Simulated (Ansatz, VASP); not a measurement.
## W: VASP beside Ansatz

```xyz
1
Lattice="2.6901 0.0000 0.0000 0.0000 2.6901 0.0000 0.0000 0.0000 2.6901" Properties=species:S:1:pos:R:3 pbc="T T T"
W     0.0000    0.0000    0.0000
```

Alike in both runs: task single point; functional r2SCAN; k mesh 13 × 13 × 13; occupations fermi-dirac, width 0.1 eV; no spin polarisation.

|  | VASP | Ansatz |
| --- | --- | --- |
| version | VASP 6.6.1 | Ansatz 0.2.0 |
| potentials or method | VASP PAW PBE potentials, release 64 (W_sv) | plane waves (500 eV) with PAW, scalar-relativistic |
| plane-wave cutoff (eV) | 520 | 500 |
| valence electrons in the cell | 14 | 14 |

VASP gave:

* pressure (GPa): -14.2

Question: Estimate Ansatz's values.

Answer: Pressure (GPa): -15.0.

Caveats: the PAW data sets were made with another functional, which shifts forces and pressure a little (VASP). The runs have no spin-orbit coupling, so splittings on W are missing.
